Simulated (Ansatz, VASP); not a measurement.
One calculation of BN, two programs

The input INCAR:

```
SYSTEM = BN
  PREC = Accurate
  ENCUT = 520
  EDIFF = 1E-6
  ISMEAR = 0
  SIGMA = 0.05
  LREAL = .FALSE.
  LASPH = .TRUE.
  NELM = 100
  ALGO = Normal
  ISIF = 2
  LWAVE = .FALSE.
  LCHARG = .FALSE.
  GGA = PS
  NBANDS = 16
```

File KPOINTS:

```
regular mesh
0
G
  12 12 4
  0 0 0
```

File POSCAR:

```
BN
1.0
    2.5852983215      0.0000000000      0.0000000000
   -1.2926491607      2.2389340228      0.0000000000
    0.0000000000      0.0000000000      6.4893000000
B N
2 2
Direct
    0.0000000000      0.0000000000      0.5000000000
    0.3333333333      0.6666666667      0.0000000000
    0.0000000000      0.0000000000      0.0000000000
    0.6666666667      0.3333333333      0.5000000000
```

Input for Ansatz:

```yaml
crystal:
  lattice:
    - [2.5852983215, 0.0, 0.0]
    - [-1.2926491607, 2.2389340228, 0.0]
    - [0.0, 0.0, 6.4893]
  atoms:
    - { symbol: B, position: [0.0, 0.0, 0.5] }
    - { symbol: B, position: [0.3333333333, 0.6666666667, 0.0] }
    - { symbol: "N", position: [0.0, 0.0, 0.0] }
    - { symbol: "N", position: [0.6666666667, 0.3333333333, 0.5] }
basis:
  ecutwfc: 420
kpoints:
  mp_grid: { grid: [12, 12, 4] }
hamiltonian:
  xc: pbesol
scf:
  occupations: { method: gaussian, width: 0.05 }
output:
  forces: true
  stress: true
  eigenvalues: true
```

Change from the starting cell: strain +0.030 along x and y, -0.030 along z, atoms carried along.

Alike in both runs: task single point; functional PBEsol; k mesh 12 × 12 × 4; occupations gaussian, width 0.05 eV; no spin polarisation.

|  | VASP | Ansatz |
| --- | --- | --- |
| version | VASP 6.6.1 | Ansatz 0.2.0 |
| potentials or method | VASP PAW PBE potentials, release 64 (B, N) | scalar-relativistic, plane waves, PAW |
| plane-wave cutoff (eV) | 520 | 420 |
| valence electrons in the cell | 16 | 16 |

```tsv
	VASP	Ansatz	Ansatz less VASP
gap on the k mesh at the Fermi level (eV)	4.07	4.08	+0.008
least direct gap on the mesh (eV)	4.11	4.12	+0.006
pressure (GPa)	-19.8	-20.0	-0.25
largest component of the traceless stress (GPa)	20.89	21.26	+0.364
```

Caveats: so large a pressure means that the cell lies far from this level's equilibrium, or that cutoff or potentials fall short (VASP); the potentials were made for another functional, which shifts forces and pressure (VASP); this functional lacks dispersion, which binds the layers, so the pressure and a relaxed spacing across them are unreliable. A k mesh can miss the band edges.
